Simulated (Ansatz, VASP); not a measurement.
**SiNi in VASP and in Ansatz**

Contents of INCAR:

```
PREC     = Accurate       # precision mode
ENCUT    = 520            # plane-wave cutoff, eV
EDIFF    = 1E-7           # SCF threshold, eV
ISMEAR   = -1             # smearing method
SIGMA    = 0.05           # smearing width, eV
LREAL    = False          # projectors in reciprocal space
LASPH    = True           # aspherical terms in the spheres
NELM     = 100            # most SCF steps
ALGO     = Normal         # electronic algorithm
ISIF     = 2              # what is computed and relaxed
LWAVE    = False          # write WAVECAR
LCHARG   = False          # write CHGCAR
ISPIN    = 2              # spin polarisation
MAGMOM   = 1 1 1 1 0 0 0 0 # initial moments
LORBIT   = 11             # projections on sites
LMAXMIX  = 4              # l up to which the mixer works
GGA      = PE             # functional
NBANDS   = 42             # bands
```

File KPOINTS:

```
Automatic mesh
0
Gamma
  6 6 6
```

File POSCAR:

```
SiNi
1.0
    4.5036940000      0.0000000000      0.0000000000
    0.0000000000      4.5036940000      0.0000000000
    0.0000000000      0.0000000000      4.5036940000
Ni Si
4 4
Direct
    0.1495040000      0.1495040000      0.1495040000
    0.6495040000      0.3504960000      0.8504960000
    0.8504960000      0.6495040000      0.3504960000
    0.3504960000      0.8504960000      0.6495040000
    0.8468300000      0.8468300000      0.8468300000
    0.3468300000      0.6531700000      0.1531700000
    0.1531700000      0.3468300000      0.6531700000
    0.6531700000      0.1531700000      0.3468300000
```

File input.yaml:

```yaml
crystal:
  lattice:
    - [4.503694, 0.0, 0.0]
    - [0.0, 4.503694, 0.0]
    - [0.0, 0.0, 4.503694]
  atoms:
    - { symbol: Ni, position: [0.149504, 0.149504, 0.149504], spin: 1.0 }
    - { symbol: Ni, position: [0.649504, 0.350496, 0.850496], spin: 1.0 }
    - { symbol: Ni, position: [0.850496, 0.649504, 0.350496], spin: 1.0 }
    - { symbol: Ni, position: [0.350496, 0.850496, 0.649504], spin: 1.0 }
    - { symbol: Si, position: [0.84683, 0.84683, 0.84683] }
    - { symbol: Si, position: [0.34683, 0.65317, 0.15317] }
    - { symbol: Si, position: [0.15317, 0.34683, 0.65317] }
    - { symbol: Si, position: [0.65317, 0.15317, 0.34683] }
hamiltonian:
  xc: pbe
  pseudopotentials: { kind: paw }
magnetization:
  spin_polarized: true
kpoints:
  mp_grid: { grid: [6, 6, 6] }
  band_path:
    path:
      - [[0.0, 0.0, 0.0], [0.0, 0.5, 0.0], [0.5, 0.5, 0.0], [0.0, 0.0, 0.0], [0.5, 0.5, 0.5], [0.0, 0.5, 0.0]]
      - [[0.5, 0.5, 0.0], [0.5, 0.5, 0.5]]
    npoints: 10
scf:
  occupations: { method: fermi_dirac, width: 0.05 }
  n_extra_bands: 20
output:
  forces: true
  stress: true
  eigenvalues: true
  fatbands: false
```

The cell is a database's computed one.

Alike in both runs: functional PBE; k mesh 6 × 6 × 6; occupations fermi-dirac, width 0.05 eV; collinear spin, ferromagnetic start.

|  | VASP | Ansatz |
| --- | --- | --- |
| version | VASP 6.6.1 | Ansatz 0.2.0 |
| potentials or method | VASP PAW PBE potentials, release 64 (Ni, Si) | Ansatz PAW |
| plane-wave cutoff (eV) | 520 | 420 |
| valence electrons in the cell | 56 | 88 |
| task | single point | band structure |

```tsv
	VASP	Ansatz	Ansatz less VASP
gap on the k mesh at the Fermi level (eV)	none	none	-
pressure (GPa)	1.8	1.8	-0.03
rms of the force components (eV/Å)	0.015	0.014	-0.0006
net moment per atom (μB)	0.00	0.00	0.000
```

Atom by atom the forces differ by 0.002 eV/Å (rms over components). A gap of «none» marks a metal or a gap that the smearing closes. The functional is the same, so the differences come from potentials, cutoffs and numerics. The two sets of potentials don't hold the same shells in valence.

Caveats: the starting moments weren't kept (Ansatz).
